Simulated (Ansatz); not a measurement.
# HfO2: a stacking-fault curve

This session takes HfO2 and sets out to slide the crystal rigidly across a (0 0 1) plane.

Computed with Ansatz 0.2.0 (DFT r2SCAN, scalar-relativistic, plane waves, PAW, unless a step's input says otherwise).

### 1 Starting point

The structure is cubic, space group Fm-3m (No. 225). The conventional cell has a = 5.115 Å, b = 5.115 Å, c = 5.115 Å, α = 90.00°, β = 90.00°, γ = 90.00°. Around Hf (site symmetry m-3m) lie 8 O at 2.21 Å. O (site symmetry -43m) has 4 Hf at 2.21 Å in its first shell of neighbours.

As a file:

```xyz
12
Lattice="-2.5575 -2.5575 0.0000 2.5575 -2.5575 0.0000 0.0000 0.0000 10.2300" Properties=species:S:1:pos:R:3 pbc="T T T"
Hf    0.0000    0.0000    0.0000
Hf    0.0000   -2.5575    2.5575
Hf    0.0000    0.0000    5.1150
Hf    0.0000   -2.5575    7.6725
O    -1.2788   -1.2788    1.2788
O     1.2788   -1.2788    3.8363
O    -1.2788   -1.2788    6.3938
O     1.2788   -1.2788    8.9512
O    -1.2788   -1.2788    3.8363
O     1.2788   -1.2788    6.3938
O    -1.2788   -1.2788    8.9512
O     1.2788   -1.2788    1.2788
```

No relaxation comes first: the listed cell is the starting point.

### 2 Zero of energy

The cell is repeated 4 times, 12 atoms in all. The reference gives a free energy of -67504.6435 eV, pressure -8.43 GPa, largest force 0.000 eV/Å and gap on the mesh 4.21 eV. It was computed beforehand with the settings of the runs below.

### 3 Next: a stacking-fault curve

The cut lies on the cell's a–b face, a (0 0 1) plane of area 13.08 Å², between layers 1.28 Å apart (Hf below, O above); the cell is 10.2 Å thick. Vector c is tilted by f times 1·a + 0·b (length 3.617 Å) with the atoms' Cartesian places fixed: one unrelaxed fault per cell.

### 4 Point f = 0.200

The input, input.yaml:

```yaml
crystal:
  lattice:
    - [-2.5575, -2.5575, 0.0]
    - [2.5575, -2.5575, 0.0]
    - [-0.5115, -0.5115, 10.23]
  atoms:
    - { symbol: Hf, position: [-0.1875, 0.0, 0.9375] }
    - { symbol: Hf, position: [0.4625, 0.5, 0.1875] }
    - { symbol: Hf, position: [-0.0875, 0.0, 0.4375] }
    - { symbol: Hf, position: [0.3625, 0.5, 0.6875] }
    - { symbol: O, position: [0.4875, 0.0, 0.0625] }
    - { symbol: O, position: [-0.0625, 0.5, 0.3125] }
    - { symbol: O, position: [0.3875, 0.0, 0.5625] }
    - { symbol: O, position: [-0.1625, 0.5, 0.8125] }
    - { symbol: O, position: [0.4375, 0.0, 0.3125] }
    - { symbol: O, position: [-0.1125, 0.5, 0.5625] }
    - { symbol: O, position: [0.3375, 0.0, 0.8125] }
    - { symbol: O, position: [-0.0125, 0.5, 0.0625] }
basis:
  ecutwfc: 500
kpoints:
  mp_grid: { grid: [6, 6, 3] }
hamiltonian:
  xc: r2scan
scf:
  occupations: { method: gaussian, width: 0.05 }
output:
  forces: true
  stress: true
  eigenvalues: true
```

Command:

```bash
$ ansatz run input.yaml --threads 2 --pin off --max-ram 5120MiB --backend cpu --events-out ev --progress --plain --runs-dir out
```

### 5 At f = 0.400

The input, input.yaml:

```yaml
crystal:
  lattice:
    - [-2.5575, -2.5575, 0.0]
    - [2.5575, -2.5575, 0.0]
    - [-1.023, -1.023, 10.23]
  atoms:
    - { symbol: Hf, position: [-0.375, 0.0, 0.9375] }
    - { symbol: Hf, position: [0.425, 0.5, 0.1875] }
    - { symbol: Hf, position: [-0.175, 0.0, 0.4375] }
    - { symbol: Hf, position: [0.225, 0.5, 0.6875] }
    - { symbol: O, position: [0.475, 0.0, 0.0625] }
    - { symbol: O, position: [-0.125, 0.5, 0.3125] }
    - { symbol: O, position: [0.275, 0.0, 0.5625] }
    - { symbol: O, position: [-0.325, 0.5, 0.8125] }
    - { symbol: O, position: [0.375, 0.0, 0.3125] }
    - { symbol: O, position: [-0.225, 0.5, 0.5625] }
    - { symbol: O, position: [0.175, 0.0, 0.8125] }
    - { symbol: O, position: [-0.025, 0.5, 0.0625] }
basis:
  ecutwfc: 500
kpoints:
  mp_grid: { grid: [6, 6, 3] }
hamiltonian:
  xc: r2scan
scf:
  occupations: { method: gaussian, width: 0.05 }
output:
  forces: true
  stress: true
  eigenvalues: true
```

### 6 Point f = 0.100

The input, input.yaml:

```yaml
crystal:
  lattice:
    - [-2.5575, -2.5575, 0.0]
    - [2.5575, -2.5575, 0.0]
    - [-0.25575, -0.25575, 10.23]
  atoms:
    - { symbol: Hf, position: [-0.09375, 0.0, 0.9375] }
    - { symbol: Hf, position: [0.48125, 0.5, 0.1875] }
    - { symbol: Hf, position: [-0.04375, 0.0, 0.4375] }
    - { symbol: Hf, position: [0.43125, 0.5, 0.6875] }
    - { symbol: O, position: [0.49375, 0.0, 0.0625] }
    - { symbol: O, position: [-0.03125, 0.5, 0.3125] }
    - { symbol: O, position: [0.44375, 0.0, 0.5625] }
    - { symbol: O, position: [-0.08125, 0.5, 0.8125] }
    - { symbol: O, position: [0.46875, 0.0, 0.3125] }
    - { symbol: O, position: [-0.05625, 0.5, 0.5625] }
    - { symbol: O, position: [0.41875, 0.0, 0.8125] }
    - { symbol: O, position: [-0.00625, 0.5, 0.0625] }
basis:
  ecutwfc: 500
kpoints:
  mp_grid: { grid: [6, 6, 3] }
hamiltonian:
  xc: r2scan
scf:
  occupations: { method: gaussian, width: 0.05 }
output:
  forces: true
  stress: true
  eigenvalues: true
  write_density: true
  write_potential: true
  elf: true
  volumetric_format: npy
```

### 7 f = 0.300

The input, input.yaml:

```yaml
crystal:
  lattice:
    - [-2.5575, -2.5575, 0.0]
    - [2.5575, -2.5575, 0.0]
    - [-0.76725, -0.76725, 10.23]
  atoms:
    - { symbol: Hf, position: [-0.28125, 0.0, 0.9375] }
    - { symbol: Hf, position: [0.44375, 0.5, 0.1875] }
    - { symbol: Hf, position: [-0.13125, 0.0, 0.4375] }
    - { symbol: Hf, position: [0.29375, 0.5, 0.6875] }
    - { symbol: O, position: [0.48125, 0.0, 0.0625] }
    - { symbol: O, position: [-0.09375, 0.5, 0.3125] }
    - { symbol: O, position: [0.33125, 0.0, 0.5625] }
    - { symbol: O, position: [-0.24375, 0.5, 0.8125] }
    - { symbol: O, position: [0.40625, 0.0, 0.3125] }
    - { symbol: O, position: [-0.16875, 0.5, 0.5625] }
    - { symbol: O, position: [0.25625, 0.0, 0.8125] }
    - { symbol: O, position: [-0.01875, 0.5, 0.0625] }
basis:
  ecutwfc: 500
kpoints:
  mp_grid: { grid: [6, 6, 3] }
hamiltonian:
  xc: r2scan
scf:
  occupations: { method: gaussian, width: 0.05 }
output:
  forces: true
  stress: true
  eigenvalues: true
```

### 8 f = 0.500

The input, input.yaml:

```yaml
crystal:
  lattice:
    - [-2.5575, -2.5575, 0.0]
    - [2.5575, -2.5575, 0.0]
    - [-1.27875, -1.27875, 10.23]
  atoms:
    - { symbol: Hf, position: [-0.46875, 0.0, 0.9375] }
    - { symbol: Hf, position: [0.40625, 0.5, 0.1875] }
    - { symbol: Hf, position: [-0.21875, 0.0, 0.4375] }
    - { symbol: Hf, position: [0.15625, 0.5, 0.6875] }
    - { symbol: O, position: [0.46875, 0.0, 0.0625] }
    - { symbol: O, position: [-0.15625, 0.5, 0.3125] }
    - { symbol: O, position: [0.21875, 0.0, 0.5625] }
    - { symbol: O, position: [-0.40625, 0.5, 0.8125] }
    - { symbol: O, position: [0.34375, 0.0, 0.3125] }
    - { symbol: O, position: [-0.28125, 0.5, 0.5625] }
    - { symbol: O, position: [0.09375, 0.0, 0.8125] }
    - { symbol: O, position: [-0.03125, 0.5, 0.0625] }
basis:
  ecutwfc: 500
kpoints:
  mp_grid: { grid: [6, 6, 3] }
hamiltonian:
  xc: r2scan
scf:
  occupations: { method: gaussian, width: 0.05 }
output:
  forces: true
  stress: true
  eigenvalues: true
```

(Steps that only read results are left out.)

Before running it: what results should come out? Wanted: largest shear traction sampled.

As calculated:

```
                      quantity                     value
  highest fault energy sampled  22799 mJ/m² at f = 0.500
largest shear traction sampled                 248.0 GPa
```

Of the points run, the one at f = 0.500 is highest, 22799 mJ/m². The values are for rigid blocks: relaxation normal to the plane would bring them down. The gap on the mesh stays between 2.11 and 4.22 eV. Spin-orbit coupling is left out, which matters for the bands of Hf. Where forces pass 15 eV/Å atoms stand far too close, the PAW spheres overlap strongly and those numbers are rough.
